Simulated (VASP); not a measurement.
# CdS (Hawleyite) (F-43m) in VASP: notebook

Aim: see how the results for CdS (Hawleyite) move with the level of theory and the settings. Levels: RPBE, PBE0+TS. Tasks: single point.

Program: VASP 6.6.1. These are calculated values, not measurements. Logs are shortened: lines on timing, memory, paths and dates and some standing lists are left out, and cuts for length are marked.

## 1. The crystal as given

Symmetry: F-43m, No. 216, cubic system. The conventional cell has a = 5.833 Å, b = 5.833 Å, c = 5.833 Å, α = 90.00°, β = 90.00°, γ = 90.00°. Around Cd (site symmetry -43m) lie 4 S at 2.53 Å. S (site symmetry -43m) has 4 Cd at 2.53 Å as nearest neighbours.

## 2. Single point, RPBE

run.py reads:

```python
from ase.calculators.vasp import Vasp
from ase.dft.bandgap import bandgap
from ase.io import read

atoms = read('POSCAR')
calc = Vasp(
    directory='calc',
    xc='rpbe',
    pp='PBE',
    setups='recommended',
    prec='Accurate',
    encut=520,
    ediff=1e-07,
    ismear=0,
    sigma=0.05,
    lreal=False,
    lasph=True,
    nelm=100,
    algo='Fast',
    isif=2,
    lwave=False,
    lcharg=False,
    kpts=[8, 8, 8],
    gamma=True,
    nbands=16,
)
atoms.calc = calc

print('energy (eV):', atoms.get_potential_energy())
print('free energy (eV):', atoms.get_potential_energy(force_consistent=True))
print('forces (eV/A):')
print(atoms.get_forces())
print('stress (eV/A^3, Voigt):', atoms.get_stress())
print('Fermi level (eV):', calc.get_fermi_level())
gap, top, bottom = bandgap(calc)
print('band gap (eV):', gap, 'from (spin, k, band)', top, 'to', bottom)
```

POSCAR reads:

```
CdS
1.0
    0.0000000000      2.9165000000      2.9165000000
    2.9165000000      0.0000000000      2.9165000000
    2.9165000000      2.9165000000      0.0000000000
Cd S
1 1
Direct
    0.0000000000      0.0000000000      0.0000000000
    0.7500000000      0.7500000000      0.7500000000
```

Potentials or basis: VASP PAW PBE potentials, release 64 (Cd, S).

Started as:

```sh
$ python run.py
```

Standard output:

```text
energy (eV): -5.45179056
free energy (eV): -5.45179056
forces (eV/A):
[[-0. -0. -0.]
 [ 0.  0.  0.]]
stress (eV/A^3, Voigt): [-0.03392429 -0.03392429 -0.03392429  0.         -0.         -0.        ]
Fermi level (eV): 1.66022716
band gap (eV): 1.3337999999999999 from (spin, k, band) (0, np.int64(0), np.int64(8)) to (0, np.int64(0), np.int64(9))
```

OUTCAR:

```text
ENCUT = 520.000000
   EDIFF = 1.00e-07
   GGA = RP
   PREC = Accurate
   ISIF = 2
   ISMEAR = 0
   NELM = 100
   LASPH = .TRUE.
   LREAL = .FALSE.

 ion  position               nearest neighbor table
   1  0.000  0.000  0.000-   2 2.53   2 2.53   2 2.53   2 2.53
   2  0.750  0.750  0.750-   1 2.53   1 2.53   1 2.53   1 2.53

  LATTYP: Found a face centered cubic cell.
 ALAT       =     5.8330000000

  Lattice vectors:

 A1 = (   0.0000000000,   2.9165000000,   2.9165000000)
 A2 = (   2.9165000000,   0.0000000000,   2.9165000000)
 A3 = (   2.9165000000,   2.9165000000,   0.0000000000)

Analysis of symmetry for initial positions (statically):
=====================================================================
 Subroutine PRICEL returns:
 Original cell was already a primitive cell.

 Routine SETGRP: Setting up the symmetry group for a
 face centered cubic supercell.

 Subroutine GETGRP returns: Found 24 space group operations
 (whereof 24 operations were pure point group operations)
 out of a pool of 48 trial point group operations.

The static configuration has the point symmetry T_d .

Analysis of symmetry for dynamics (positions and initial velocities):
=====================================================================
 Subroutine PRICEL returns:
 Original cell was already a primitive cell.

 Routine SETGRP: Setting up the symmetry group for a
 face centered cubic supercell.

 Subroutine GETGRP returns: Found 24 space group operations
 (whereof 24 operations were pure point group operations)
 out of a pool of 48 trial point group operations.

The dynamic configuration has the point symmetry T_d .

 Subroutine INISYM returns: Found 24 space group operations
 (whereof 24 operations are pure point group operations),
 and found     1 'primitive' translations

----------------------------------------------------------------------------------------

                                     Primitive cell

  volume of cell :      49.6153

  direct lattice vectors                    reciprocal lattice vectors
     0.000000000  2.916500000  2.916500000    -0.171438368  0.171438368  0.171438368
     2.916500000  0.000000000  2.916500000     0.171438368 -0.171438368  0.171438368
     2.916500000  2.916500000  0.000000000     0.171438368  0.171438368 -0.171438368

  length of vectors
     4.124553855  4.124553855  4.124553855     0.296939964  0.296939964  0.296939964

  position of ions in fractional coordinates (direct lattice)
     0.000000000  0.000000000  0.000000000
     0.750000000  0.750000000  0.750000000

  ion indices of the primitive-cell ions
   primitive index   ion index
                 1           1
                 2           2

----------------------------------------------------------------------------------------

 KPOINTS: KPOINTS created by Atomic Simulation Env

Automatic generation of k-mesh.
 Grid dimensions read from file:
 generate k-points for:    8    8    8

 Generating k-lattice:

  Cartesian coordinates                     Fractional coordinates (reciprocal lattice)
    -0.021429796  0.021429796  0.021429796     0.125000000  0.000000000  0.000000000
     0.021429796 -0.021429796  0.021429796     0.000000000  0.125000000  0.000000000
     0.021429796  0.021429796 -0.021429796     0.000000000  0.000000000  0.125000000

  Length of vectors
     0.037117495  0.037117495  0.037117495

  Shift w.r.t. Gamma in fractional coordinates (k-lattice)
     0.000000000  0.000000000  0.000000000

 Subroutine IBZKPT returns following result:
 ===========================================

 Found     29 irreducible k-points:

 Following reciprocal coordinates:
            Coordinates               Weight
  0.000000  0.000000  0.000000      1.000000
  0.125000  0.000000  0.000000      8.000000
  0.250000  0.000000  0.000000      8.000000
  0.375000  0.000000  0.000000      8.000000
  0.500000  0.000000  0.000000      4.000000
  0.125000  0.125000  0.000000      6.000000
[... 16 lines left out ...]
  0.500000  0.250000  0.125000     48.000000
 -0.375000  0.250000  0.125000     24.000000
 [... further k-points ...]
   k-points           NKPTS =     29   k-points in BZ     NKDIM =     29   number of bands    NBANDS=     16
   number of dos      NEDOS =    301   number of ions     NIONS =      2
   total plane-waves  NPLWV =  32768
   dimension x,y,z NGX =    32 NGY =   32 NGZ =   32
   dimension x,y,z NGXF=    64 NGYF=   64 NGZF=   64
   ions per type =               1   1
   NGX,Y,Z   is equivalent  to a cutoff of  12.90, 12.90, 12.90 a.u.
   NGXF,Y,Z  is equivalent  to a cutoff of  25.80, 25.80, 25.80 a.u.
 SYSTEM =  unknown system
   PREC   = accura    normal or accurate (medium, high low for compatibility)
   ISTART =      0    job   : 0-new  1-cont  2-samecut
   ICHARG =      2    charge: 1-file 2-atom 10-const
   ISPIN  =      1    spin polarized calculation?
   LNONCOLLINEAR =      F non collinear calculations
   LSORBIT =      F    spin-orbit coupling
   LASPH  =      T    aspherical Exc in radial PAW
   ENCUT  =  520.0 eV  38.22 Ry    6.18 a.u.   7.67  7.67  7.67*2*pi/ulx,y,z
   NELM   =    100;   NELMIN=  2; NELMDL= -5     # of ELM steps
   EDIFF  = 0.1E-06   stopping-criterion for ELM
   LREAL  =      F    real-space projection
   EDIFFG = 0.1E-05   stopping-criterion for IOM
   NSW    =      0    number of steps for IOM
   IBRION =     -1    ionic relax: 0-MD 1-quasi-New 2-CG
[... 10 lines left out ...]
   ISMEAR =     0;   SIGMA  =   0.05  broadening in eV -4-tet -1-fermi 0-gaus
   EFERMI_NEDOS =   21; number of points for ismear=-14 and -15
   IALGO  =     68    algorithm
   IMIX   =      4    mixing-type and parameters
     AMIX     =   0.40;   BMIX     =  1.00
     AMIX_MAG =   1.60;   BMIX_MAG =  1.00
  volume/ion in A,a.u.               =      24.81       167.41
  Fermi-wavevector in a.u.,A,eV,Ry     =   1.167599  2.206442 18.548649  1.363287
  Thomas-Fermi vector in A             =   2.304097
   LORBIT       =      0    0 simple, 1 ext, 2 COOP (PROOUT), +10 PAW based schemes
   GGA     = RP    functional components
   LHFCALC =     F    Hartree Fock is set to
   AEXX    =    0.0000 exact exchange contribution
   IVDW    =     0    specifies the selected vdW correction
   LEPSILON=     F    determine dielectric tensor
   LRPA    =     F    only Hartree local field effects (RPA)
 non-spin polarized calculation
 RMM-DIIS sequential band-by-band and
 Gauss-broadening in eV      SIGMA  =   0.05
  energy-cutoff  :      520.00
  volume of cell :       49.62
 maximum number of plane-waves:      1363
   NGX = 15   NGY = 15   NGZ = 15

 number of electron      18.0000004 magnetization

 Free energy of the ion-electron system (eV)
  ---------------------------------------------------
  ext. energy  EPLUGINS =         0.00000000
  ---------------------------------------------------
  free energy    TOTEN  =        -5.45179056 eV

  energy without entropy =       -5.45179056  energy(sigma->0) =       -5.45179056

 E-fermi :   1.6602     XC(G=0):  -8.9010

 val. band max:        1.4332336128   @ k =   0.0000   0.0000   0.0000
 cond. band min:       2.7670458233   @ k =   0.0000   0.0000   0.0000
 fundamental gap:      1.3338122105
 Fermi energy:         1.6602271636

 k-point     1 :       0.0000    0.0000    0.0000
  band No.  band energies     occupation
      1     -10.9125      2.00000
      2      -6.2934      2.00000
      3      -6.2934      2.00000
      4      -6.2934      2.00000
      5      -5.8167      2.00000
      6      -5.8167      2.00000
[... 8 lines left out ...]
     15      12.9092      0.00000
     16      13.1544      0.00000

 k-point     2 :       0.1250    0.0000    0.0000
  band No.  band energies     occupation
      1     -10.8517      2.00000
      2      -6.2710      2.00000
      3      -6.2710      2.00000
      4      -6.2379      2.00000
      5      -5.8176      2.00000
      6      -5.8176      2.00000
[... 8 lines left out ...]
     15      12.3604      0.00000
     16      13.7108      0.00000
[... 387 lines left out ...]
      5      -5.7825      2.00000
      6      -5.5200      2.00000
[... 8 lines left out ...]
     15      14.3562      0.00000
     16      14.5752      0.00000

 k-point    24 :      -0.3750    0.2500    0.1250
  band No.  band energies     occupation
      1     -10.4342      2.00000
      2      -6.1286      2.00000
      3      -6.0922      2.00000
      4      -5.8402      2.00000
      5      -5.7895      2.00000
      6      -5.3200      2.00000
[... 8 lines left out ...]
     15      13.8462      0.00000
     16      14.6314      0.00000

 [... further k-points ...]

------------------------ aborting loop because EDIFF is reached ----------------------------------------

  FORCE on cell =-STRESS in cart. coord.  units (eV):
  Direction    XX          YY          ZZ          XY          YZ          ZX
  --------------------------------------------------------------------------------------
  -------------------------------------------------------------------------------------
  Total        1.6831644      1.6831644      1.6831644      0.0000000      0.0000000      0.0000000
  in kB       54.3527075     54.3527075     54.3527075      0.0000000      0.0000000      0.0000000
  external PRESSURE =      54.3527075 kB  Pullay stress =       0.0000000 kB

 VOLUME and BASIS-vectors are now :
 -----------------------------------------------------------------------------
  energy-cutoff  :      520.00
  volume of cell :       49.62
      direct lattice vectors                 reciprocal lattice vectors
     0.000000000  2.916500000  2.916500000    -0.171438368  0.171438368  0.171438368
     2.916500000  0.000000000  2.916500000     0.171438368 -0.171438368  0.171438368
     2.916500000  2.916500000  0.000000000     0.171438368  0.171438368 -0.171438368

 POSITION                                       TOTAL-FORCE (eV/Angst)
 -----------------------------------------------------------------------------------
      0.00000      0.00000      0.00000        -0.000000     -0.000000     -0.000000
      4.37475      4.37475      4.37475         0.000000      0.000000      0.000000
 -----------------------------------------------------------------------------------
    total drift:                                0.000001      0.000001      0.000000

  FREE ENERGIE OF THE ION-ELECTRON SYSTEM (eV)
  ---------------------------------------------------
  free  energy   TOTEN  =        -5.4517905617 eV

  energy  without entropy=       -5.4517905617  energy(sigma->0) =       -5.45179056
```

INCAR:

```text
ENCUT = 520.000000
SIGMA = 0.050000
EDIFF = 1.00e-07
ALGO = Fast
GGA = RP
PREC = Accurate
ISIF = 2
ISMEAR = 0
NBANDS = 16
NELM = 100
LASPH = .TRUE.
LCHARG = .FALSE.
LWAVE = .FALSE.
LREAL = .FALSE.
```

It took 18 s on 1 thread of AMD EPYC 9R45 (Zen 5), shared host; peak memory 0.15 GiB.

Results:

- Free energy: -5.4518 eV
- Pressure: 5.4 GPa
- Band gap on the k mesh: 1.33 eV, direct

Caveat: the PAW data sets were made with another functional, which shifts forces and pressure a little. A hybrid or GW would open this gap; RPBE tends to underestimate it.

## 3. Single point, PBE0+TS

run.py, as its differences from that of step 2:

```diff
@@ -7,3 +7,3 @@
     directory='calc',
-    xc='rpbe',
+    xc='pbe0',
     pp='PBE',
@@ -12,5 +12,5 @@
     encut=520,
-    ediff=1e-07,
-    ismear=0,
-    sigma=0.05,
+    ediff=1e-06,
+    ismear=-1,
+    sigma=0.02,
     lreal=False,
@@ -18,9 +18,13 @@
     nelm=100,
-    algo='Fast',
+    algo='Normal',
     isif=2,
     lwave=False,
-    lcharg=False,
-    kpts=[8, 8, 8],
+    lcharg=True,
+    precfock='Fast',
+    hfrcut=-1,
+    ivdw=2,
+    lelf=True,
+    lvhar=True,
+    kpts=[4, 4, 4],
     gamma=True,
-    nbands=16,
 )
```

POSCAR is that of step 2.

Potentials or basis: VASP PAW PBE potentials, release 64 (Cd, S).

Started as:

```sh
$ python run.py
```

Standard output:

```text
energy (eV): -8.68558742
free energy (eV): -8.68558742
forces (eV/A):
[[ 0.  0.  0.]
 [-0. -0. -0.]]
stress (eV/A^3, Voigt): [-0.00271825 -0.00271825 -0.00271825 -0.         -0.          0.        ]
Fermi level (eV): 0.78776446
band gap (eV): 2.8725 from (spin, k, band) (0, np.int64(0), np.int64(8)) to (0, np.int64(0), np.int64(9))
```

OUTCAR:

```text
ENCUT = 520.000000
   EDIFF = 1.00e-06
   GGA = PE
   PREC = Accurate
   PRECFOCK = Fast
   ISIF = 2
   ISMEAR = -1
   NELM = 100
   IVDW = 2
   LASPH = .TRUE.
   LHFCALC = .TRUE.
   LREAL = .FALSE.
  IVDW =   2

 ion  position               nearest neighbor table
   1  0.000  0.000  0.000-   2 2.53   2 2.53   2 2.53   2 2.53
   2  0.750  0.750  0.750-   1 2.53   1 2.53   1 2.53   1 2.53

  LATTYP: Found a face centered cubic cell.
 ALAT       =     5.8330000000

  Lattice vectors:

 A1 = (   0.0000000000,   2.9165000000,   2.9165000000)
 A2 = (   2.9165000000,   0.0000000000,   2.9165000000)
 A3 = (   2.9165000000,   2.9165000000,   0.0000000000)

Analysis of symmetry for initial positions (statically):
=====================================================================
 Subroutine PRICEL returns:
 Original cell was already a primitive cell.

 Routine SETGRP: Setting up the symmetry group for a
 face centered cubic supercell.

 Subroutine GETGRP returns: Found 24 space group operations
 (whereof 24 operations were pure point group operations)
 out of a pool of 48 trial point group operations.

The static configuration has the point symmetry T_d .

[... 272 lines left out ...]
  band No.  band energies     occupation
      1     -12.7191      2.00000
      2      -8.3655      2.00000
      3      -8.3606      2.00000
      4      -8.1678      2.00000
      5      -8.1143      2.00000
      6      -7.4371      2.00000
      7      -3.8700      2.00000
      8      -2.1235      2.00000
      9      -2.1110      2.00000
     10       7.4306      0.00000
     11       7.8262      0.00000
     12       9.4779      0.00000
     13      10.1373      0.00000

------------------------ aborting loop because EDIFF is reached ----------------------------------------

  Hirshfeld charges:
            ion         q(e)
   ------------------------------
      1     Cd       0.30471346
      2     S       -0.30471346

  Tkatchenko/Scheffler method for vdW energy calculation

  Number of pair interactions contributing to vdW energy:   31448

  Edisp (eV):   -0.54091

  FORCE on cell =-STRESS in cart. coord.  units (eV):
  Direction    XX          YY          ZZ          XY          YZ          ZX
  --------------------------------------------------------------------------------------
  -------------------------------------------------------------------------------------
  Total       0.13487     0.13487     0.13487    -0.00000     0.00000     0.00000
  in kB       4.35511     4.35511     4.35511    -0.00000     0.00000     0.00000
  external pressure =        4.36 kB  Pullay stress =        0.00 kB

 VOLUME and BASIS-vectors are now :
 -----------------------------------------------------------------------------
  energy-cutoff  :      520.00
  volume of cell :       49.62
      direct lattice vectors                 reciprocal lattice vectors
     0.000000000  2.916500000  2.916500000    -0.171438368  0.171438368  0.171438368
     2.916500000  0.000000000  2.916500000     0.171438368 -0.171438368  0.171438368
     2.916500000  2.916500000  0.000000000     0.171438368  0.171438368 -0.171438368

 POSITION                                       TOTAL-FORCE (eV/Angst)
 -----------------------------------------------------------------------------------
      0.00000      0.00000      0.00000         0.000000      0.000000      0.000000
      4.37475      4.37475      4.37475        -0.000000     -0.000000     -0.000000
 -----------------------------------------------------------------------------------
    total drift:                               -0.000011      0.000004     -0.000010

  FREE ENERGIE OF THE ION-ELECTRON SYSTEM (eV)
  ---------------------------------------------------
  free  energy   TOTEN  =        -8.6855874189 eV

  energy  without entropy=       -8.6855874189  energy(sigma->0) =       -8.68558742
```

INCAR:

```text
ENCUT = 520.000000
SIGMA = 0.020000
HFRCUT = -1.000000
EDIFF = 1.00e-06
ALGO = Normal
GGA = PE
PREC = Accurate
PRECFOCK = Fast
ISIF = 2
ISMEAR = -1
NELM = 100
IVDW = 2
LASPH = .TRUE.
LCHARG = .TRUE.
LELF = .TRUE.
LHFCALC = .TRUE.
LVHAR = .TRUE.
LWAVE = .FALSE.
LREAL = .FALSE.
```

Run time: 2.6 min. Hardware: 1 thread of AMD EPYC 9R45 (Zen 5), shared host; peak memory 0.15 GiB.

Results:

| Item | Value |
| --- | --- |
| Free energy | -8.6856 eV |
| Pressure | 0.4 GPa |
| Band gap on the k mesh | 2.87 eV, direct |
| Hirshfeld charges | Cd +0.30; S -0.30 e |
| Dispersion energy per atom | -0.270 eV |

Caveat: the k mesh is coarse (spacing up to 0.47 Å⁻¹), so the values aren't converged, least of all with exact exchange; the PAW data sets were made with another functional, which shifts forces and pressure a little.

## 4. For comparison

An earlier run on the cell as given: functional PBE; potentials or basis VASP PAW PBE potentials, release 64 (Cd, S); cutoff 520 eV; k mesh 8 × 8 × 8; occupations fermi-dirac, width 0.05 eV; no spin polarisation.

- Pressure: 3.2 GPa
- Band gap on the k mesh: 1.15 eV, direct

## 5. Summary

| level | k mesh | smearing | grid for exact exchange (PRECFOCK) | exchange at q = 0 | mesh quality | gap on the mesh (eV) | pressure (GPa) |
| --- | --- | --- | --- | --- | --- | --- | --- |
| RPBE | 8 × 8 × 8 | gaussian 0.05 eV | - | - | not flagged | 1.33 | 5.4 |
| PBE0+TS | 4 × 4 × 4 | fermi-dirac 0.02 eV | Fast | truncated | coarse | 2.87 | 0.4 |
| PBE | 8 × 8 × 8 | fermi-dirac 0.05 eV | - | - | not flagged | 1.15 | 3.2 |

Alike in all rows: task single point; potentials or basis VASP PAW PBE potentials, release 64 (Cd, S); no spin polarisation; cell as given; cutoff (eV) 520.

Caveats: some runs use coarse meshes; the PAW data sets were made with another functional, which shifts forces and pressure a little (some runs).

Absolute energies hang on the potentials; compare differences alone.
